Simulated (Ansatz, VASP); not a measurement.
## One calculation of Se, two programs

```xyz
8
Lattice="5.5878 0.0000 0.0000 0.0000 5.5878 0.0000 0.0000 0.0000 5.5878" Properties=species:S:1:pos:R:3 pbc="T T T"
Se    0.0000    0.0000    0.0000
Se    2.7939    2.7939    2.7939
Se    1.3969    0.0000    2.7939
Se    4.1908    0.0000    2.7939
Se    2.7939    1.3969    0.0000
Se    2.7939    4.1908    0.0000
Se    0.0000    2.7939    1.3969
Se    0.0000    2.7939    4.1908
```

The cell was built by a generator and needn't be a form met in nature.

Alike in both runs: task relaxation of cell and atoms; functional LDA; k mesh 5 × 5 × 5; occupations fermi-dirac, width 0.1 eV; no spin polarisation.

|  | VASP | Ansatz |
| --- | --- | --- |
| version | VASP 6.6.1 | Ansatz 0.2.0 |
| potentials or method | VASP PAW LDA potentials, release 64 (Se) | plane waves (420 eV) with PAW, scalar-relativistic |
| plane-wave cutoff (eV) | 600 | 420 |
| valence electrons in the cell | 48 | 128 |

VASP gave:

| Quantity | Value |
| --- | --- |
| relaxed volume (Å³/atom) | 19.31 |
| relaxed cell length with the largest relative difference (Å) | 5.365 |
| energy change over the relaxation (meV/atom) | -67 |

Task: What did Ansatz give for the same quantities?

Result: Relaxed volume (Å³/atom): 19.28; relaxed cell length with the largest relative difference (Å): 5.363; energy change over the relaxation (meV/atom): -68.

The two sets of potentials don't hold the same shells in valence. Ansatz warned: «pseudo_functional_mismatch».
